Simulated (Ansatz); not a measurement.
Crystal: In.

```
In
1.0
     1.66964    0.96397    8.20746
    -1.66964    0.96397    8.20746
     0.00000   -1.92793    8.20746
In
3
Direct
  0.22199 0.22199 0.22199
  0.77801 0.77801 0.77801
  0.00000 0.00000 0.00000
```

This isn't the form of In at room conditions, which is tetragonal.

Base run:

| Item | Value |
| --- | --- |
| Program | Ansatz 0.2.0 |
| Functional | LDA |
| Potentials or basis | all-electron LAPW, scalar-relativistic |
| Cutoff | 154 eV |
| Density cutoff | 617 eV |
| Basis error allowed | 0.002 eV/atom |
| k mesh | 9 × 9 × 9 |
| Occupations | fermi-dirac, width 0.05 eV |
| Spin | no spin polarisation |

Its results: pressure -2.7 GPa; largest force 0.033 eV/Å.

Q: The run is repeated on the same cell with these changes: functional from LDA to PBEsol. What comes out?

A: Pressure -1.1 GPa; largest force 0.024 eV/Å.

PBEsol binds less tightly than LDA, so the same cell stands under more pressure.

Not every run made on this cell is shown here.
